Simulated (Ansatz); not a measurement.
# Ga (I4/mmm) in Ansatz: further runs

The runs below take Ga through relaxation of cell and atoms, with PBEsol+D4, RPBE+D3(BJ), RPBE+D4.

All numbers are computed with Ansatz 0.2.0; they aren't measurements. Logs are shortened: lines on timing, memory, paths and dates and some standing lists are left out, and cuts for length are marked.

### 1 The structure

It takes space group I4/mmm (No. 139, tetragonal). The conventional cell has a = 2.769 Å, b = 2.769 Å, c = 4.622 Å, α = 90.00°, β = 90.00°, γ = 90.00°. Ga (site symmetry 4/mmm) has 12 Ga at 2.77 to 3.03 Å as nearest neighbours.

This isn't the form of Ga at room conditions, which is orthorhombic.

### 2 Relaxation of cell and atoms, PBEsol+D4

File input.yaml:

```yaml
crystal:
  lattice:
    - [-1.3843987196, 1.3843987196, 2.3112238365]
    - [1.3843987196, -1.3843987196, 2.3112238365]
    - [1.3843987196, 1.3843987196, -2.3112238365]
  atoms:
    - { symbol: Ga, position: [0.0, 0.0, 0.0] }
hamiltonian:
  xc: pbesol
  pseudopotentials: { kind: paw }
  dispersion: d4
kpoints:
  mp_grid: { grid: [13, 13, 13] }
scf:
  occupations: { method: fermi_dirac, width: 0.05 }
output:
  forces: true
  stress: true
  eigenvalues: true
  write_density: true
  write_potential: true
  elf: true
  volumetric_format: npy
relax:
  f_tol: 0.01
  max_steps: 40
  cell: { stress_tol: 0.05 }
```

Potentials or basis: Ansatz PAW.

Run with:

```sh
$ ansatz run input.yaml --threads 2 --pin off --max-ram 5632MiB --backend cpu --events-out ev --progress --plain --runs-dir out
```

The program printed:

```text
Warning: RAYON_NUM_THREADS=2 ignored (pool sized by the plan → 2); use --threads N
Engine: ansatz 0.2.0, aarch64-unknown-linux-gnu
Pseudopotentials: kind: paw
Pseudopotential: Ga, paw, valence charge 13, recommended cutoff 420 eV (normal), Ga.paw.azcp
Functional definition: PBEsol
  exchange = pbesol_x
  correlation = pbesol_c
Crystal: 1 atoms, lattice volume = 17.718 Å³
Basis set: ecut = 420 eV, 331 PW (Γ), exchange–correlation on 48×48×48 points (8 copies of the dense FFT grid, shifted against one another)
Bands: 11, of which v1, the nominal top of the filled ones, is band 7 counted from 1 (6 counted from 0)
Symmetry: 16 space group operations
Space group: I4/mmm (ITA 139), of the structure as read, at distance tolerance 2.6e-5 Å
k-points: 196 of 2197
Non-local potential: Ga, projectors of the file, l = 0: 2, l = 1: 2, l = 2: 3, l = 3: 1
PAW form: soft (Blöchl's): semilocal exchange-correlation on the pseudo side does not see the compensation charge
PAW frozen core: Ga, regenerated for the run's functional, and the local potential with it (the file was generated under x = pbe(κ = 0.804, μ = 0.2195149727645171), c = pbe(β = 0.06672455060314922))
PAW one-centre angular grid: Ga, 590 points (default); XC on 64 Gauss nodes
Initial density: superposition of atomic densities (neutral atoms: chi_scale 0, normalization atom), corrected by the library's trained network
Initial wavefunctions: pseudopotential atomic-orbital guess
Functional: x = pbesol(κ = 0.804, μ = 0.12345679012345678), c = pbesol(β = 0.046)
SCF iter   1: F=—  HF=-3743.484025 eV  |F-HF|=—  |Δ(HF+E_count)|=         —  Δρ=1.73e-3  dr2=4.23e-4  ethr=1.77e-3  ⟨swp⟩=5.2  Hψ=12841  notcnv=0
preconditioner: auto → none  [metal: Δε(μ)=0.060 eV  Ē_g=21.924 eV  σ=0.050 eV  W_gap=0.29  n_scr=0 (ndim 8)  ℏωp=31.8 eV  f_vac=0.000  D(μ)=0.33/eV (n_scr^D=0)]
SCF iter   2: F=—  HF=-3743.483457 eV  |F-HF|=—  |Δ(HF+E_count)|=   5.68e-4  Δρ=4.67e-4  dr2=2.73e-5  ethr=3.26e-6  ⟨swp⟩=2.0  Hψ=5159  notcnv=0  defer=7
SCF iter   3: F=—  HF=-3743.483462 eV  |F-HF|=—  |Δ(HF+E_count)|=   5.11e-6  Δρ=2.23e-4  dr2=5.75e-6  ethr=2.10e-7  ⟨swp⟩=1.0  Hψ=2079  notcnv=0  defer=7
iter 4 did not close the SCF: its close was put off for the readings that it lacked (scf_convergence_deferred on its scf_iter line)
SCF iter   4: F=-3743.483465 eV  HF=-3743.483465 eV  |F-HF|=3.03e-8  |Δ(HF+E_count)|=   2.94e-6  Δρ=1.45e-5  dr2=2.86e-8  ethr=4.42e-8  ⟨swp⟩=2.0  Hψ=2344  notcnv=0  defer=7
iter 5 did not close the SCF: its close was put off for the readings that it lacked (scf_convergence_deferred on its scf_iter line)
SCF iter   5: F=-3743.483465 eV  HF=-3743.483465 eV  |F-HF|=1.68e-8  |Δ(HF+E_count)|=   2.52e-9  Δρ=9.95e-6  dr2=8.98e-9  ethr=2.20e-10  ⟨swp⟩=2.0  Hψ=3351  notcnv=0  defer=7
SCF iter   6: F=-3743.483465 eV  HF=-3743.483465 eV  |F-HF|=2.02e-9  |Δ(HF+E_count)|=   5.58e-9  Δρ=3.45e-6  dr2=1.10e-9  ethr=6.91e-11  ⟨swp⟩=5.6  Hψ=10880  notcnv=0
SCF 1 converged in 6 iterations: F = -3743.483465 eV  dr2 = 1.10e-9
relax step   1: F+E_penalty+E_count = -3743.48346528 eV  Δ(F+E_penalty+E_count) = +0.000e0 eV  max|allowed force component| = 0.000e0 eV/Å  Δτ_max = 0.0000 Å  P = -2.826 GPa  Ω = 17.718 Å³  (6 SCF iters, dr2 threshold 1.00e-7 eV, accepted)
Crystal: 1 atoms, lattice volume = 16.776 Å³
Basis set: ecut = 420 eV, 323 PW (Γ), exchange–correlation on 48×48×48 points (8 copies of the dense FFT grid, shifted against one another)
Initial density: handed on by an earlier stage of this run
Initial wavefunctions: those handed on with the density
iter 1 solved again at ethr=4.35e-6 eV; its pass at ethr=3.10e-3 eV (dr2=5.65e-4 eV) is discarded
SCF iter   1: F=—  HF=-3743.491179 eV  |F-HF|=—  |Δ(HF+E_count)|=         —  Δρ=1.84e-3  dr2=5.73e-4  ethr=4.35e-6  ⟨swp⟩=1.7  Hψ=18529  notcnv=0
preconditioner: auto → none  [metal: Δε(μ)=0.053 eV  Ē_g=22.348 eV  σ=0.050 eV  W_gap=0.26  n_scr=0 (ndim 8)  ℏωp=32.7 eV  f_vac=0.000  D(μ)=0.35/eV (n_scr^D=0)]
SCF iter   2: F=—  HF=-3743.491008 eV  |F-HF|=—  |Δ(HF+E_count)|=   1.71e-4  Δρ=8.80e-4  dr2=5.99e-5  ethr=4.35e-6  ⟨swp⟩=2.5  Hψ=3716  notcnv=0
SCF iter   3: F=—  HF=-3743.490991 eV  |F-HF|=—  |Δ(HF+E_count)|=   1.65e-5  Δρ=3.05e-4  dr2=1.27e-5  ethr=4.61e-7  ⟨swp⟩=2.0  Hψ=3136  notcnv=0
SCF iter   4: F=—  HF=-3743.490990 eV  |F-HF|=—  |Δ(HF+E_count)|=   1.48e-6  Δρ=6.65e-5  dr2=2.74e-7  ethr=9.74e-8  ⟨swp⟩=2.4  Hψ=3196  notcnv=0
SCF iter   5: F=-3743.490990 eV  HF=-3743.490990 eV  |F-HF|=7.19e-11  |Δ(HF+E_count)|=   1.63e-7  Δρ=1.57e-6  dr2=1.78e-10  ethr=7.69e-10  ⟨swp⟩=7.3  Hψ=13054  notcnv=0
SCF 2 converged in 5 iterations: F = -3743.490990 eV  dr2 = 1.78e-10
relax step   2: F+E_penalty+E_count = -3743.49099003 eV  Δ(F+E_penalty+E_count) = -7.525e-3 eV  max|allowed force component| = 0.000e0 eV/Å  Δτ_max = 0.0000 Å  P = +0.596 GPa  Ω = 16.776 Å³  energy of the carried Pulay correction = +2.787e-4 eV  (5 SCF iters, dr2 threshold 1.00e-7 eV, accepted)
Crystal: 1 atoms, lattice volume = 16.909 Å³
[... 32 lines left out ...]
Crystal: 1 atoms, lattice volume = 16.887 Å³
iter 1 solved again at ethr=1.07e-7 eV; its pass at ethr=3.10e-3 eV (dr2=1.39e-5 eV) is discarded
SCF iter   1: F=—  HF=-3743.491572 eV  |F-HF|=—  |Δ(HF+E_count)|=         —  Δρ=3.33e-4  dr2=1.81e-5  ethr=1.07e-7  ⟨swp⟩=3.0  Hψ=18807  notcnv=0
preconditioner: auto → none  [metal: Δε(μ)=0.042 eV  Ē_g=22.326 eV  σ=0.050 eV  W_gap=0.21  n_scr=0 (ndim 8)  ℏωp=32.6 eV  f_vac=0.000  D(μ)=0.29/eV (n_scr^D=0)]
SCF iter   2: F=—  HF=-3743.491568 eV  |F-HF|=—  |Δ(HF+E_count)|=   3.19e-6  Δρ=1.50e-4  dr2=3.51e-6  ethr=1.07e-7  ⟨swp⟩=1.0  Hψ=2156  notcnv=0
SCF iter   3: F=—  HF=-3743.491568 eV  |F-HF|=—  |Δ(HF+E_count)|=   7.43e-7  Δρ=1.33e-5  dr2=1.42e-8  ethr=2.70e-8  ⟨swp⟩=1.2  Hψ=2216  notcnv=0
SCF iter   4: F=—  HF=-3743.491568 eV  |F-HF|=—  |Δ(HF+E_count)|=   3.39e-8  Δρ=6.44e-6  dr2=3.48e-9  ethr=1.09e-10  ⟨swp⟩=2.0  Hψ=3437  notcnv=0
SCF iter   5: F=—  HF=-3743.491568 eV  |F-HF|=—  |Δ(HF+E_count)|=  5.78e-10  Δρ=1.22e-6  dr2=1.10e-10  ethr=2.68e-11  ⟨swp⟩=2.4  Hψ=3384  notcnv=0
SCF iter   6: F=-3743.491568 eV  HF=-3743.491568 eV  |F-HF|=4.55e-13  |Δ(HF+E_count)|=  1.27e-11  Δρ=1.51e-7  dr2=1.64e-12  ethr=1.00e-12  ⟨swp⟩=5.5  Hψ=8465  notcnv=0
SCF 7 converged in 6 iterations: F = -3743.491568 eV  dr2 = 1.64e-12
relax step   7: F+E_penalty+E_count = -3743.49156769 eV  Δ(F+E_penalty+E_count) = -7.863e-5 eV  max|allowed force component| = 0.000e0 eV/Å  Δτ_max = 0.0000 Å  P = -0.031 GPa  Ω = 16.887 Å³  energy of the carried Pulay correction = +2.416e-4 eV  (6 SCF iters, accepted)
Basis set: ecut = 420 eV, 323 PW (Γ), exchange–correlation on 40×40×40 points (8 copies of the dense FFT grid, shifted against one another)
Initial wavefunctions: pseudopotential atomic-orbital guess (no wavefunctions were taken with the density)
iter 1 solved again at ethr=1.39e-7 eV; its pass at ethr=3.10e-3 eV (dr2=1.80e-5 eV) is discarded
SCF iter   1: F=—  HF=-3743.491304 eV  |F-HF|=—  |Δ(HF+E_count)|=         —  Δρ=6.67e-5  dr2=2.53e-7  ethr=1.39e-7  ⟨swp⟩=2.4  Hψ=17779  notcnv=0
preconditioner: auto → none  [metal: Δε(μ)=0.042 eV  Ē_g=22.325 eV  σ=0.050 eV  W_gap=0.21  n_scr=0 (ndim 8)  ℏωp=32.6 eV  f_vac=0.000  D(μ)=0.29/eV (n_scr^D=0)]
SCF iter   2: F=—  HF=-3743.491305 eV  |F-HF|=—  |Δ(HF+E_count)|=   8.49e-7  Δρ=6.07e-5  dr2=2.65e-7  ethr=1.94e-9  ⟨swp⟩=2.0  Hψ=3210  notcnv=0
SCF iter   3: F=—  HF=-3743.491305 eV  |F-HF|=—  |Δ(HF+E_count)|=   4.60e-8  Δρ=9.55e-6  dr2=9.73e-9  ethr=1.94e-9  ⟨swp⟩=2.0  Hψ=3370  notcnv=0
SCF iter   4: F=—  HF=-3743.491305 eV  |F-HF|=—  |Δ(HF+E_count)|=   2.65e-8  Δρ=2.16e-6  dr2=3.32e-10  ethr=7.49e-11  ⟨swp⟩=2.0  Hψ=3435  notcnv=0
SCF iter   5: F=-3743.491305 eV  HF=-3743.491305 eV  |F-HF|=9.09e-13  |Δ(HF+E_count)|=  1.54e-10  Δρ=5.10e-8  dr2=2.77e-13  ethr=1.00e-12  ⟨swp⟩=3.3  Hψ=8931  notcnv=0
SCF 8 converged in 5 iterations: F = -3743.491305 eV  dr2 = 2.77e-13
relax step   8: F+E_penalty+E_count = -3743.49130473 eV  Δ(F+E_penalty+E_count) = +2.630e-4 eV  max|allowed force component| = 0.000e0 eV/Å  Δτ_max = 0.0000 Å  P = -0.028 GPa  Ω = 16.887 Å³  stress off target by 3.64e-2 GPa  SCF on the basis re-selected at this cell (its energy is not comparable with the rows above)  (5 SCF iters)
basis re-selected at this cell: Δ(F+E_penalty+E_count) = +2.630e-4 eV, ΔP = +0.003 GPa vs the last step (what re-selecting the basis moved, of the pressure what is left beyond the Pulay correction that the steps carried, after the strain that the cell walked since its last selection, with what the two solves' SCF thresholds leave and, on support functions, any second-order correction that the steps lacked; it is no measure of the basis error at this ecutwfc). The dense FFT grid was sized anew with the basis: this SCF ran on 20×20×20 points, the steps before it on 24×24×24, so part of this shift can come from that change (see relax.cell in the input reference). This SCF's stress stands 3.64e-2 GPa from its target on what of the cell is left free (relax.cell.stress_tol is 5.00e-2 GPa) and its largest allowed force component is 0.00e0 eV/Å (relax.f_tol is 1.00e-2 eV/Å): within both
SCF converged after 5 iterations
Free energy (F): -3743.491305 eV
Harris-Foulkes:  -3743.491305 eV  (|F-HF|=9.09e-13)
Internal energy: -3743.488751 eV  (E = F + TS)
E sigma→0 (E₀):  -3743.490028 eV
Entropy (-TS):   -0.002553 eV (-2.553 meV/atom)
Fermi energy:    11.091093 eV
--- Per-component energies (eV) ---
  E_band       = -18.418865
  E_kinetic    = 115.911659
  E_local      = -1704.563735  (includes V_loc(G=0)·N_el)
  E_nonlocal   = 423.609912
  E_hartree    = 805.865265
  E_xc         = -69.471956
  E_vxc        = -59.157570  (∫ρ·V_xc dr)
  E_paw        = -1946.384194  (= ΣΔE_a)
  E_vpaw       = -405.949510  (= ΣTr[D̂ρ^β])
  E_aug_tail   = -0.000127  (compensation charges beyond the density's cutoff)
  E_ewald      = -1369.009081
  E_disp       = -0.309471  (pairwise vdW)
  E_core_change = 0.862978  (= ΣΔE_core)
  E_smearing   = -0.002553  (= −TS)
  E_closure    = 0.000000  (closes the sum)
  Σ components = -3743.491305   (vs F -3743.491305, Δ=0.00e0)
--- Forces (eV/Å), atoms counted from 1 ---
  atom   1  Ga    -0.00000000    -0.00000000     0.00000000
  max |Σ_I F_I| component: 4.62e-32 eV/Å
--- Stress (GPa, compression-positive) ---
       -0.024183       0.000000       0.000000
        0.000000      -0.024183       0.000000
        0.000000      -0.000000      -0.036407
  P = ⅓ Tr σ = -0.0283 GPa (-0.283 kbar)
--- Band table (eV; the first three rows and the last of 196) ---
  k-point 0: bands = ["-3.9667", "-3.7893", "-3.7872", "-3.7872", "-3.6061", "-0.8030", "24.6042", "24.6298", "24.6298", "27.7406", "27.8708"]
  k-point 1: bands = ["-3.9398", "-3.8020", "-3.7794", "-3.7777", "-3.6198", "-0.5628", "22.9044", "23.3160", "23.8448", "25.6134", "29.1639"]
  k-point 2: bands = ["-3.8634", "-3.8433", "-3.7608", "-3.7502", "-3.6571", "0.1652", "20.5650", "21.2473", "22.2720", "23.5228", "28.5091"]
  k-point 195: bands = ["-4.1003", "-4.0085", "-3.5573", "-3.5505", "-3.5421", "7.0987", "7.2512", "16.5229", "18.2876", "21.8494", "23.7932"]
--- Relaxed structure (7 steps of the walk, 6 accepted, 1 SCFs on fresh bases) ---
  F+E_penalty+E_count = -3743.49130473 eV   max|allowed force component| = 0.000e0 eV/Å   (the final SCF, on the basis selected at the relaxed cell)
  cell:  # Å, volume = 16.8874 Å³
    - [-1.3750106942234457, 1.3750106942234457, 2.2330087803863874]
    - [1.3750106942234457, -1.3750106942234457, 2.2330087803863874]
    - [1.3750106942234457, 1.3750106942234457, -2.2330087803863874]
  atoms:
    - { symbol: Ga, position: [0.0, 0.0, 0.0] }
```

Run time: 19 s. Hardware: 2 threads of Arm Neoverse N1, shared host; peak memory 0.33 GiB.

Results:

| Property | Result |
| --- | --- |
| Free energy | -3743.4913 eV |
| Relaxed volume | 16.89 Å³/atom |
| Relaxed cell | a = 2.961 Å, b = 2.961 Å, c = 2.961 Å, α = 124.66°, β = 124.66°, γ = 82.10° |
| Space group after relaxing (to 0.05 Å) | I4/mmm (No. 139) |
| Energy gained by relaxing | 7.8 meV/atom |
| Ionic steps | 7 |
| Pressure after relaxing | 0.0 GPa |
| Band gap on the k mesh | none (metal or under the smearing width) |

Step by step:
```
step  energy change (eV)  largest force (eV/Å)  volume (Å³)
   1              0.0000                0.0000        17.72
   2             -0.0075                0.0000        16.78
   3             -0.0078                0.0000        16.91
   4             -0.0079                0.0000        16.91
   5             -0.0080                0.0000        16.90
   6             -0.0081                0.0000        16.89
   7             -0.0078                0.0000        16.89
```

Final structure:
```
Ga
1.0
    -1.37501    1.37501    2.23301
     1.37501   -1.37501    2.23301
     1.37501    1.37501   -2.23301
Ga
1
Cartesian
  0.0000 0.0000 0.0000
```

Caveat: the plane-wave basis is chosen anew once the cell has moved, so the energies of steps on either side of that aren't comparable; pairwise dispersion overbinds metals, which lowers pressure and volume; the PAW data sets come from PBE, with cores solved anew for the run's functional, which leaves a small shift of forces and pressure.

### 3 Relaxation of cell and atoms, RPBE+D3(BJ)

Changes to input.yaml since step 2:

```diff
@@ -8,5 +8,5 @@
 hamiltonian:
-  xc: pbesol
+  xc: rpbe
   pseudopotentials: { kind: paw }
-  dispersion: d4
+  dispersion: d3bj
 kpoints:
@@ -19,6 +19,2 @@
   eigenvalues: true
-  write_density: true
-  write_potential: true
-  elf: true
-  volumetric_format: npy
 relax:
```

Potentials or basis: Ansatz PAW.

Run with:

```sh
$ ansatz run input.yaml --threads 2 --pin off --max-ram 5632MiB --backend cpu --events-out ev --progress --plain --runs-dir out
```

Wall time 15 s (2 threads of Arm Neoverse N1, shared host); peak memory 0.33 GiB.

It converged, with:

* Free energy: -3790.5725 eV
* Relaxed volume: 14.59 Å³/atom
* Relaxed cell: a = 2.810 Å, b = 2.810 Å, c = 2.810 Å, α = 124.15°, β = 124.15°, γ = 82.95°
* Space group after relaxing (to 0.05 Å): I4/mmm (No. 139)
* Energy gained by relaxing: 174.7 meV/atom
* Ionic steps: 7
* Pressure after relaxing: 0.0 GPa
* Band gap on the k mesh: none (metal or under the smearing width)

Step by step:
| step | energy change (eV) | largest force (eV/Å) | volume (Å³) |
| --- | --- | --- | --- |
| 1 | 0.0000 | 0.0000 | 17.72 |
| 2 | -0.1442 | 0.0000 | 15.72 |
| 3 | -0.1747 | 0.0000 | 14.43 |
| 4 | -0.1761 | 0.0000 | 14.59 |
| 5 | -0.1761 | 0.0000 | 14.59 |
| 6 | -0.1761 | 0.0000 | 14.59 |
| 7 | -0.1747 | 0.0000 | 14.59 |

Final structure:
```cif
data_structure
_symmetry_space_group_name_H-M 'P 1'
_symmetry_Int_Tables_number 1
_cell_length_a 2.8104
_cell_length_b 2.8104
_cell_length_c 2.8104
_cell_angle_alpha 124.150
_cell_angle_beta 124.150
_cell_angle_gamma 82.951
_cell_volume 14.59
loop_
_atom_site_label
_atom_site_type_symbol
_atom_site_fract_x
_atom_site_fract_y
_atom_site_fract_z
_atom_site_occupancy
Ga1 Ga 0.00000 0.00000 0.00000 1
```

Levels at points of the mesh, in eV from the Fermi level:
```tsv
k point	band 4	band 5	band 6	band 7	band 8	band 9
(0.00, 0.00, 0.00)	-15.25	-15.03	-13.35	15.29	15.29	15.54
```

Caveat: the volume moved by over 15 % at a fixed basis, so the end points are rough; the plane-wave basis is chosen anew once the cell has moved, so the energies of steps on either side of that aren't comparable; pairwise dispersion overbinds metals, which lowers pressure and volume; the PAW data sets come from PBE, with cores solved anew for the run's functional, which leaves a small shift of forces and pressure.

### 4 Relaxation of cell and atoms, RPBE+D4

Changes to input.yaml since step 3:

```diff
@@ -10,3 +10,3 @@
   pseudopotentials: { kind: paw }
-  dispersion: d3bj
+  dispersion: d4
 kpoints:
```

Run with:

```sh
$ ansatz run input.yaml --threads 2 --pin off --max-ram 5632MiB --backend cpu --events-out ev --progress --plain --runs-dir out
```

Wall time 19 s (2 threads of Arm Neoverse N1, shared host); peak memory 0.33 GiB.

It converged, with:

```yaml
Free_energy: -3789.4974 eV
Relaxed_volume: 16.94 Å³/atom
Relaxed_cell: a = 2.961 Å, b = 2.961 Å, c = 2.961 Å, α = 124.52°, β = 124.52°, γ = 82.34°
Space_group_after_relaxing_to_0.05_Å: I4/mmm (No. 139)
Energy_gained_by_relaxing: 7.1 meV/atom
Ionic_steps: 7
Pressure_after_relaxing: 0.0 GPa
Band_gap_on_the_k_mesh: none (metal or under the smearing width)
```

Step by step:
```csv
step,energy change (eV),largest force (eV/Å),volume (Å³)
1,0.0000,0.0000,17.72
2,-0.0067,0.0000,16.89
3,-0.0072,0.0000,16.92
4,-0.0073,0.0000,16.97
5,-0.0075,0.0000,16.95
6,-0.0075,0.0000,16.94
7,-0.0071,0.0000,16.94
```

Final structure:
```
Ga
1.0
    -1.37846    1.37846    2.22937
     1.37846   -1.37846    2.22937
     1.37846    1.37846   -2.22937
Ga
1
Direct
  0.00000 0.00000 0.00000
```

Levels at points of the mesh, in eV from the Fermi level:
| k point | band 3 | band 4 | band 5 | band 6 | band 7 | band 8 | band 9 | band 10 |
| --- | --- | --- | --- | --- | --- | --- | --- | --- |
| (0.00, 0.00, 0.00) | -14.94 | -14.94 | -14.76 | -11.88 | 13.57 | 13.57 | 13.59 | 16.56 |

Caveat: the plane-wave basis is chosen anew once the cell has moved, so the energies of steps on either side of that aren't comparable; pairwise dispersion overbinds metals, which lowers pressure and volume; the PAW data sets come from PBE, with cores solved anew for the run's functional, which leaves a small shift of forces and pressure.

### 5 Overview

| level | gap on the mesh (eV) | pressure (GPa) | relaxed volume (Å³/atom) |
| --- | --- | --- | --- |
| PBEsol+D4 | none | 0.0 | 16.89 |
| RPBE+D3(BJ) | none | 0.0 | 14.59 |
| RPBE+D4 | none | 0.0 | 16.94 |

Alike in all rows: task relaxation of cell and atoms; potentials or basis Ansatz PAW; no spin polarisation; cell relaxed; k mesh 13 × 13 × 13; cutoff (eV) 420; smearing fermi-dirac 0.05 eV.

Caveats: the plane-wave basis is chosen anew once the cell has moved, so the energies of steps on either side of that aren't comparable; pairwise dispersion overbinds metals, which lowers pressure and volume; the PAW data sets come from PBE, with cores solved anew for the run's functional, which leaves a small shift of forces and pressure; the volume moved by over 15 % at a fixed basis, so the end points are rough (some runs).

Total energies depend on the potentials used, so only differences within one code and one set of settings carry meaning.
